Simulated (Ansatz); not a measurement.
Calculated with Ansatz: MgSe, vacancy hop by nudged elastic band

The command:

```bash
ansatz run input.yaml --threads 4 --pin off --max-ram 8192MiB --backend cpu --events-out ev --progress --plain --runs-dir out
```

Input:

```yaml
crystal:
  lattice:
    - [0.0, 5.538896, 5.538896]
    - [5.538896, 0.0, 5.538896]
    - [5.538896, 5.538896, 0.0]
  atoms:
    - { symbol: Mg, position: [-0.00523293, 0.0020127, -0.00072548] }
    - { symbol: Se, position: [0.24211963, 0.25610376, 0.24877768] }
    - { symbol: Mg, position: [0.00281684, -0.0019366, 0.4992941] }
    - { symbol: Se, position: [0.24464546, 0.25450118, 0.75393222] }
    - { symbol: Mg, position: [-0.00031814, 0.49962673, 0.00021516] }
    - { symbol: Se, position: [0.25001189, 0.74916846, 0.25055431] }
    - { symbol: Se, position: [0.25073857, 0.74699631, 0.74817993] }
    - { symbol: Mg, position: [0.49705016, -0.00347422, -0.00036549] }
    - { symbol: Se, position: [0.74695532, 0.25480939, 0.24794094] }
    - { symbol: Mg, position: [0.50396204, -0.00488151, 0.50451709] }
    - { symbol: Se, position: [0.75344743, 0.24617005, 0.74888982] }
    - { symbol: Mg, position: [0.50525274, 0.49867097, 0.001976] }
    - { symbol: Se, position: [0.75283282, 0.74470887, 0.25135462] }
    - { symbol: Mg, position: [0.50239252, 0.50086125, 0.50270341] }
    - { symbol: Se, position: [0.74662811, 0.75089245, 0.75147394] }
kpoints:
  mp_grid: { grid: [2, 2, 2] }
magnetization:
  spin_polarized: false
scf:
  occupations: { method: cold, width: 0.15 }
hamiltonian:
  pseudopotentials: { kind: paw }
  xc: pbe
basis:
  ecutwfc: 420
neb:
  images: 3
  relax_end_points: true
  climbing: true
  f_tol: 0.1
  max_iterations: 40
  order_check: false
  final_atoms:
    - { symbol: Mg, position: [-0.00523293, 0.0020127, -0.00072548] }
    - { symbol: Se, position: [0.24211963, 0.25610376, 0.24877768] }
    - { symbol: Mg, position: [0.00281684, -0.0019366, 0.4992941] }
    - { symbol: Se, position: [0.24464546, 0.25450118, 0.75393222] }
    - { symbol: Mg, position: [-0.00031814, 0.49962673, 0.00021516] }
    - { symbol: Se, position: [0.25001189, 0.74916846, 0.25055431] }
    - { symbol: Se, position: [0.25073857, 0.74699631, 0.74817993] }
    - { symbol: Mg, position: [0.49705016, -0.00347422, -0.00036549] }
    - { symbol: Se, position: [0.74695532, 0.25480939, 0.24794094] }
    - { symbol: Mg, position: [0.50396204, -0.00488151, 0.50451709] }
    - { symbol: Se, position: [0.75344743, 0.24617005, 0.74888982] }
    - { symbol: Mg, position: [0.50525274, 0.49867097, 0.001976] }
    - { symbol: Se, position: [0.75283282, 0.74470887, 0.25135462] }
    - { symbol: Mg, position: [1.00336225, 0.4984587, 0.50050478] }
    - { symbol: Se, position: [0.74662811, 0.75089245, 0.75147394] }
```

Origin of the cell: a database entry, scaled a little.

The cell is 2×2×2 cells of MgSe with one Mg taken out; atom 14 (Mg) hops into the empty site, 3.91 Å away before the end points are relaxed. All atoms were shaken by about 0.02 Å first.

Output (shortened):

```
Warning: neb: disabling space-group detection — the band's intermediate images generally break the endpoint symmetry, so no spatial operation reduces the k-mesh or symmetrises the density, ex […]
Pseudopotentials: kind: paw
Pseudopotential: Mg, paw, valence charge 10, recommended cutoff 420 eV (normal), Mg.paw.azcp
Pseudopotential: Se, paw, valence charge 16, recommended cutoff 420 eV (normal), Se.paw.azcp
Functional definition: PBE
  exchange = pbe_x(kappa = kappa, mu = beta*pi^2/3)
  correlation = pbe_c(beta = beta)
parallel-image band execution: 3 concurrent image workers
NEB image 0
Crystal: 15 atoms, lattice volume = 339.860 Å³
Basis set: ecut = 420 eV, 6615 PW (Γ), exchange–correlation on 108×108×108 points (8 copies of the dense FFT grid, shifted against one another)
Bands: 119, of which v1, the nominal top of the filled ones, is band 99 counted from 1 (98 counted from 0)
[… 6 lines left out …]
Initial density: superposition of atomic densities (neutral atoms: chi_scale 0, normalization atom), corrected by the library's trained network
Functional: x = pbe(κ = 0.804, μ = 0.219515), c = pbe(β = 0.066725)
SCF iter   1: F=—  HF=-57234.414906 eV  Δρ=1.63e-3  dr2=2.54e-2  defer=37
SCF iter   2: F=—  HF=-57234.411934 eV  S|Δr|=    0.00e0  Δρ=7.43e-4  dr2=4.81e-3  defer=37
SCF iter   3: F=—  HF=-57234.411547 eV  S|Δr|=    0.00e0  Δρ=4.58e-4  dr2=2.53e-3  defer=37
[… 3 lines left out …]
SCF iter   7: F=—  HF=-57234.411197 eV  S|Δr|=    0.00e0  Δρ=8.23e-6  dr2=7.27e-7  defer=37
SCF iter   8: F=—  HF=-57234.411197 eV  S|Δr|=    0.00e0  Δρ=4.37e-6  dr2=2.11e-7  defer=37
SCF iter   9: F=-57234.411197 eV  HF=-57234.411197 eV  S|Δr|=    0.00e0  Δρ=2.15e-6  dr2=4.61e-8
NEB iter   1: max|band force component| = 6.269e0 eV/Å  barrier→ = 4.0891 eV  barrier← = 4.0892 eV  Δτ_max = 0.2000 Å  (54 SCF iters)
NEB iter   2: max|band force component| = 2.207e0 eV/Å  barrier→ = 1.7427 eV  barrier← = 1.7428 eV  Δτ_max = 0.1316 Å  (33 SCF iters)
NEB iter   3: max|band force component| = 6.907e-1 eV/Å  barrier→ = 1.1573 eV  barrier← = 1.1573 eV  Δτ_max = 0.1540 Å  (33 SCF iters)
NEB iter   4: max|band force component| = 1.446e-1 eV/Å  barrier→ = 1.0186 eV  barrier← = 1.0186 eV  CI = image 2  Δτ_max = 0.0632 Å  (29 SCF iters)
NEB iter   5: max|band force component| = 6.563e-2 eV/Å  barrier→ = 0.9885 eV  barrier← = 0.9886 eV  CI = image 2  Δτ_max = 0.0000 Å  (25 SCF iters)
--- NEB band (5 images, 5 band iterations, 174 SCF iterations, 45 more in tests of the images' electronic states and relaxations of end points) ---
  forward barrier  = 0.988540 eV
  backward barrier = 0.988608 eV
  lagrangian_above_aufbau_ev (what the smearing adds, to first order; not taken off the barriers): saddle image -0.015873 eV, end points -0.011494 and -0.011518 eV
  climbing image's point = of an order that was not read
  energies are F+E_penalty+E_count in eV, relative to image 0
  image     s (Å)  Δ vs image 0  max|band force component| (eV/Å)
      0    0.0000      0.000000                                 —
      1    1.0783      0.391672                          3.365e-2
  *   2    2.1567      0.988540                          6.563e-2
      3    3.2340      0.392579                          3.374e-2
      4    4.3112     -0.000068                                 —
```

The converged band:

| image | path over all atoms (Å) | ΔF (eV) | Mg x | y | z (Å) |
| --- | --- | --- | --- | --- | --- |
| 0 | 0.00 | 0.000 | 5.54 | 5.54 | 5.54 |
| 1 | 1.08 | 0.392 | 5.53 | 6.19 | 6.19 |
| 2 | 2.16 | 0.989 | 5.51 | 6.92 | 6.92 |
| 3 | 3.23 | 0.393 | 5.53 | 7.66 | 7.65 |
| 4 | 4.31 | 0.000 | 5.54 | 8.31 | 8.30 |

Relaxed start, forces in eV/Å:

```xyz
15
Lattice="0.000 5.539 5.539 5.539 0.000 5.539 5.539 5.539 0.000" Properties=species:S:1:pos:R:3:forces:R:3 pbc="T T T" image=0
Mg    0.004   -0.002   -0.004   -0.009   -0.001   -0.002
Se    2.745    2.771    2.764    0.002    0.005    0.002
Mg    2.771    2.770   -0.004    0.003    0.004    0.000
Se    5.540    5.564    2.763   -0.003   -0.004    0.004
Mg    2.768    0.004    2.763    0.003   -0.003    0.007
Se    5.542    2.766    5.560   -0.002    0.006   -0.004
Se    8.308    5.541    5.534    0.003   -0.001    0.005
Mg   -0.001    2.769    2.766    0.005    0.002   -0.003
Se    2.774    5.538    5.533   -0.006    0.004    0.000
Mg    2.768    5.545    2.766    0.002   -0.008   -0.008
Se    5.541    8.308    5.508    0.000    0.004    0.007
Mg    2.774    2.772    5.536   -0.005   -0.007   -0.004
Se    5.538    5.513    8.304    0.005    0.005    0.002
Mg    5.539    5.537    5.535    0.008    0.000   -0.003
Se    8.334    8.312    8.305   -0.006   -0.005   -0.002
```

Highest image (2), forces in eV/Å:

```xyz
15
Lattice="0.000 5.539 5.539 5.539 0.000 5.539 5.539 5.539 0.000" Properties=species:S:1:pos:R:3:forces:R:3 pbc="T T T" image=2
Mg    0.004    0.147    0.141   -0.002    0.031    0.033
Se    2.989    2.689    2.684   -0.003   -0.027   -0.026
Mg    2.696    2.870   -0.105    0.009   -0.016    0.016
Se    5.539    5.544    2.760   -0.002    0.022   -0.022
Mg    2.697   -0.100    2.865    0.009    0.017   -0.017
Se    5.539    2.766    5.538   -0.002   -0.022    0.022
Se    8.098    5.618    5.612    0.011    0.020    0.020
Mg    0.004    2.624    2.618   -0.002   -0.033   -0.031
Se    2.988    5.620    5.615   -0.002    0.025    0.026
Mg    2.843    5.443    2.861   -0.017    0.024   -0.023
Se    5.544    8.625    5.217    0.023   -0.064    0.064
Mg    2.842    2.866    5.437   -0.016   -0.022    0.023
Se    5.544    5.223    8.621    0.023    0.066   -0.066
Mg    5.506    6.924    6.919   -0.042    0.000    0.000
Se    8.098    8.231    8.225    0.010   -0.021   -0.020
```

Relaxed end, forces in eV/Å:

```xyz
15
Lattice="0.000 5.539 5.539 5.539 0.000 5.539 5.539 5.539 0.000" Properties=species:S:1:pos:R:3:forces:R:3 pbc="T T T" image=4
Mg    0.002   -0.003   -0.005   -0.003    0.001    0.000
Se    2.767    2.772    2.765    0.003   -0.003   -0.001
Mg    2.771    2.772   -0.004   -0.001   -0.002   -0.002
Se    5.537    5.537    2.738    0.001    0.003    0.007
Mg    2.767    0.004    2.764    0.002   -0.006    0.001
Se    5.540    2.740    5.534   -0.002    0.011   -0.001
Se    8.334    5.540    5.534   -0.006    0.001   -0.002
Mg   -0.002    2.767    2.764    0.001    0.003    0.001
Se    2.745    5.541    5.534    0.005    0.000    0.001
Mg    2.767    5.542    2.764    0.001   -0.002    0.001
Se    5.540    8.333    5.533   -0.002   -0.004    0.002
Mg    2.771    2.773    5.534   -0.001   -0.003    0.001
Se    5.537    5.538    8.329   -0.001    0.003   -0.006
Mg    5.536    8.307    8.303    0.003   -0.001    0.001
Se    8.307    8.310    8.303    0.001    0.001    0.000
```

Barrier of this path: 0.99 eV forwards, 0.99 eV backwards, after 5 band iterations.

Caveats: the k mesh is coarse if the cell is a metal; a small cell with a neutral vacancy and no spin, whose shape can make like sites unlike; the cell is held at a rescaled volume, and strain moves barriers; the hop was drawn among near neighbours and need not be the easiest path; few images and a loose tolerance, and neither the top nor the ends were tested for their order.

The run took 2.4 min on 4 threads of Arm Neoverse V2, with other jobs on the host, peak memory 1.8 GiB, from the program's own first density.
